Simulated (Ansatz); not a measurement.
As: relaxation of cell and atoms

Method: DFT, PBE, PAW with Ansatz's default frozen-core files, scalar-relativistic in Ansatz 0.2.0.

Command: `ansatz run input.yaml --threads 1 --pin off --max-ram 2048MiB --backend cpu --events-out ev --progress --plain --runs-dir out` The run took about 6.5 s on 1 thread of a shared machine.

```yaml
crystal:
  lattice:
    - [2.490352186, 0.0, 0.0]
    - [0.0, 2.490352186, 0.0]
    - [0.0, 0.0, 2.490352186]
  atoms:
    - { symbol: As, position: [0.0, 0.0, 0.0] }
kpoints:
  mp_grid: { grid: [13, 13, 13] }
scf:
  occupations: { method: fermi_dirac, width: 0.03 }
hamiltonian:
  xc: pbe
  pseudopotentials: { kind: paw }
output:
  forces: true
  stress: true
relax:
  f_tol: 0.005
  max_steps: 80
  cell: {}
```

The cell is built from the sc type as a first guess.

The cutoff is 420 eV; energies and pressures of the walk include the program's estimate of the Pulay term.

Each frame lists the cell vectors (Å), then Cartesian positions (Å); symmetry keeps all forces zero. Free energies count from the first step, -4855.5541 eV.

The walk took 8 evaluations in all; steps that aren't listed are left out.

Step 1: E = 0.0 meV, P = 39.37 GPa

```
cell 2.4904 0.0000 0.0000 0.0000 2.4904 0.0000 0.0000 0.0000 2.4904
As    0.0000    0.0000    0.0000
```

Step 2:

```
cell 2.6118 0.0000 0.0000 0.0000 2.6118 0.0000 0.0000 0.0000 2.6118
As    0.0000    0.0000    0.0000
```

Step 3: E = -470.3 meV, P = 3.43 GPa

```
cell 2.6928 0.0000 0.0000 0.0000 2.6928 0.0000 0.0000 0.0000 2.6928
As    0.0000    0.0000    0.0000
```

Step 4: E = -477.5 meV, P = 0.52 GPa

```
cell 2.7204 0.0000 0.0000 0.0000 2.7204 0.0000 0.0000 0.0000 2.7204
As    0.0000    0.0000    0.0000
```

Problem. Give the energy, pressure of step 2.

Solution. E = -379.8 meV, P = 14.33 GPa
```
As    0.0000    0.0000    0.0000
```

Problem. How does the relaxation end?

Solution. It converges, with a = 2.729 Å, b = 2.729 Å, c = 2.729 Å, α = 90.00°, β = 90.00°, γ = 90.00° (conventional cell, space group Pm-3m). The last solve (on a basis chosen afresh for the final cell, so its energy is not quite comparable) gives E = -481.5 meV, P = 0.02 GPa:
```
cell 2.7293 0.0000 0.0000 0.0000 2.7293 0.0000 0.0000 0.0000 2.7293
As    0.0000    0.0000    0.0000
```
